Quantum ESPRESSO 7.5 calculations with PBE for fcc Pt at a fixed 15.08 Å³/atom, without spin polarisation or spin-orbit coupling, using PseudoDojo 0.5 SR PBE standard potentials, a 12×12×12 k mesh and Methfessel-Paxton smearing of 0.136 eV. The sweep value is the orbital cutoff in Ry, and energies are free energies relative to the 126 Ry run.

```
sweep density cutoff (eV)  sweep value  energy less tightest (meV/atom)  pressure (GPa)
                     1850           34                           8370.8         -205.76
                     2286           42                           3340.7         -110.89
                     2721           50                           1142.9          -48.58
                     3211           59                            267.9          -10.18
                     3646           67                             53.0            4.00
                     4136           76                              5.3            8.81
                     4572           84                              1.0            9.59
                     5497          101                              0.5            9.59
                     6857          126                              0.0            9.61
```

The platinum cell is the same in every row; only the orbital cutoff (sweep value, in Ry) changes, and the density cutoff rises with it. The fall in energy and the climb in pressure therefore describe the basis, not the metal. A plane-wave basis holds all waves up to a maximum kinetic energy, and raising that limit adds shorter waves. At 34 Ry half the shortest wavelength is 0.29 Å, and at 84 Ry it is 0.18 Å. The 5d orbitals and the semicore 5s and 5p orbitals of platinum are compact enough to need this fine detail, and each group of added waves lowers the energy.

**How the energy converges**

The energy that a truncated basis lacks is roughly the kinetic energy of the orbital components left out. Its decay with cutoff thus reflects how much of the orbitals lies in ever shorter waves. If that content died away as a simple exponential in the cutoff, each further 10 Ry would cut the gain per added Ry by nearly the same factor. Instead the factor grows from about 3 at the low cutoffs to about 15 near 80 Ry, so convergence speeds up as it proceeds.

Theory offers a reason. Optimised norm-conserving potentials are constructed so that the orbitals keep very little kinetic energy in waves shorter than a chosen limit. Their content in short waves then ends steeply instead of fading evenly. The table shows the steepening; that the potential's design causes it is an argument from how such potentials are made.

Beyond 84 Ry the steep fall gives way to a slow tail, in which the energy drops by only about 1 meV/atom more up to 126 Ry. A weak remainder of short waves in the orbitals would produce such a tail, but so could the density grid, which is refined at the same time. Because the energy still falls between the last two rows, the listed energy errors are relative to 126 Ry and not to a complete basis.

**Why the pressure looks like tension**

At 34 Ry the pressure is −206 GPa, as if the crystal were under enormous tension. The cause is the way stress is calculated: the cell is strained in thought while the set of plane waves is kept. Compressing the cell shortens every wave, so the same set resolves the compact orbitals better and the energy falls. The calculation reads this improvement of the basis as a wish of the metal to shrink. This spurious contribution is known as Pulay stress.

Its size follows from the energy curve. For a fixed set of waves the effective cutoff $E_\mathrm{cut}$ scales with the cell volume $V$ as $V^{-2/3}$. If the missing energy per atom hardly depends on volume, the error in pressure is

$$\Delta P=\frac{2}{3V}\,\frac{\mathrm{d}E}{\mathrm{d}\ln E_\mathrm{cut}},$$

where $E$ is the energy per atom and $V$ the volume per atom. The slope is negative, and so is the error. For this cell, a slope of 1 eV corresponds to 7.1 GPa.

The relation can be tested by recovering an energy drop from pressures alone. Relative to 126 Ry, the pressure is too low by 19.8 GPa at 59 Ry and by 5.6 GPa at 67 Ry, on average 12.7 GPa. Dividing by 7.1 GPa per eV and multiplying by $\ln(67/59)=0.127$ gives 0.23 eV, against a computed drop of 0.21 eV.

No parameter was adjusted in this estimate. The same recipe agrees within 10 % for every step up to 67 Ry. It overshoots by about a fifth on the next step and by a third on the one to 84 Ry, where the pressure error bends too strongly for a plain average. The analysis printed below also gives an exponential interpolation, which errs on the low side there.

**Why a good energy can come with a poor pressure**

Pressure responds to the slope of the energy curve, not to the height that remains. At 76 Ry only 5 meV/atom remains, yet the pressure is still 0.8 GPa too low. By the relation above, this pressure error corresponds to a slope 21 times the remaining energy, compared with less than 4 times at 34 Ry. In the flat tail a strict energy target can be the harder one to meet: at 84 Ry the pressure has settled to about 0.02 GPa, while the energy still has about 1 meV/atom to fall.

For practical work this means that a cell relaxed with stresses from too low a cutoff comes out too small. Comparing energies of several volumes at one common cutoff suffers less, because a missing energy that hardly depends on volume cancels.

The final pressure of +9.6 GPa is not a cutoff error, since it has all but stopped moving. The cell used here is close to the measured one, and PBE is known to prefer a larger cell for platinum, so a positive pressure is expected: with a bulk modulus of very roughly 250 GPa, it corresponds to a compression of about 4 % in volume. Spin-orbit coupling is left out, so this absolute value is less certain than the convergence towards it.

Numerical output:

```
Energy gained since the previous cutoff:
   row  cutoff (Ry)  drop (meV/atom)  gain per Ry (meV/atom)  shrink factor of gain per 10 Ry
  1850           34              n/a                     n/a                              n/a
  2286           42             5030                   628.8                              n/a
  2721           50             2198                   274.7                            2.815
  3211           59              875                   97.23                            3.394
  3646           67            214.8                   26.86                            4.543
  4136           76            47.68                   5.298                             6.75
  4572           84             4.29                  0.5362                             14.8
  5497          101             0.56                 0.03294                            9.318
  6857          126             0.48                  0.0192                            1.293
Energy drop rebuilt from the pressure errors:
   row  cutoff (Ry)  pressure too low by (GPa)  true drop (meV/atom)  linear interpolation (meV/atom)  exponential interpolation (meV/atom)
  1850           34                      215.4                   n/a                              n/a                                   n/a
  2286           42                      120.5                  5030                             5010                                  4874
  2721           50                      58.19                  2198                             2199                                  2107
  3211           59                      19.78                   875                            911.1                                 831.9
  3646           67                      5.612                 214.8                            227.9                                 201.9
  4136           76                     0.7935                 47.68                            56.99                                 43.83
  4572           84                    0.02253                  4.29                            5.765                                 3.059
  5497          101                    0.01811                  0.56                           0.5287                                0.5266
  6857          126                          0                  0.48                           0.2827                               0.05766
Pressure error per eV of energy slope dE/dln(Ecut) (GPa): 7.083
Energy slope over energy error at 34 Ry (no unit): 3.632
Energy slope over energy error at 50 Ry (no unit): 7.189
Energy slope over energy error at 76 Ry (no unit): 21.02
Half wavelength of the shortest wave at 34 Ry (angstrom): 0.2851
Half wavelength of the shortest wave at 84 Ry (angstrom): 0.1814
Density cutoff over orbital cutoff (no unit): 4
Energy error left at 84 Ry against 126 Ry (meV/atom): 1.04
Rough compression behind the last pressure (percent): 3.844
```
